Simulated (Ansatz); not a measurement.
How far is PAW off for TePb?

```
Te Pb
1.0
     0.00000    3.13019    3.22700
     3.13019    0.00000    3.22700
     3.13019    3.13019    0.00000
Te Pb
1 1
Cartesian
  3.1302 3.1302 3.2270
  0.0000 0.0000 0.0000
```

Atoms are numbered in the order listed.

Conventional cell: a = 4.427 Å, b = 4.427 Å, c = 6.454 Å, α = 90.00°, β = 90.00°, γ = 90.00°. Te (atom 1) is surrounded by 6 Pb at 3.13 to 3.23 Å. Around Pb (atom 2) lie 6 Te at 3.13 to 3.23 Å.

The cell is COD entry 9008696, as deposited and not checked against the literature; nothing was relaxed. The listed cell was then made from it by scaling, straining or moving an atom.

No spin–orbit coupling, which matters for the heavy atoms here.

Methods: DFT, PBE, PAW with Ansatz's default frozen-core files, scalar-relativistic (Ansatz 0.2.0); DFT, PBE, all-electron PAW with datasets made for the crystal, scalar-relativistic (Ansatz 0.2.0); DFT, PBE, all-electron LAPW, scalar-relativistic (Ansatz 0.2.0).

For PAW: a Γ-centred 10×10×10 k mesh, Fermi–Dirac smearing of 0.03 eV, cutoff 420 eV, no spin polarisation. The crystal-made all-electron datasets (AE datasets) take a cutoff of 240 eV at this cell. LAPW targets a basis error of 0.5 meV/atom. The Ansatz runs share mesh, smearing and spin set-up. Plane-wave (PAW) pressures include the program's estimate of the Pulay term.

Stress and pressure are positive in compression.

The change that made this cell: x and y strained by -3 %, z held.

No spin–orbit coupling: at heavy atoms the gradients can be off by tens of per cent for that reason.

| quantity | PAW | AE datasets | LAPW |
| --- | --- | --- | --- |
| pressure (GPa) | 5.84 | 5.84 | 5.85 |
| stress xx (GPa) | 7.40 | 7.41 | 7.41 |
| stress zz (GPa) | 2.71 | 2.71 | 2.72 |
| band gap (eV) | 0.520 | 0.519 | 0.519 |
| largest principal field gradient Vzz at Te1 (10²¹ V/m²) | 1.50 | 1.49 | – |
| largest principal field gradient Vzz at Pb2 (10²¹ V/m²) | ? | ? | – |

Fill in "PAW" for the row "largest principal field gradient Vzz at Pb2 (10²¹ V/m²)".

10.74.

What belongs in the row "largest principal field gradient Vzz at Pb2 (10²¹ V/m²)", column "AE datasets"?

10.92.
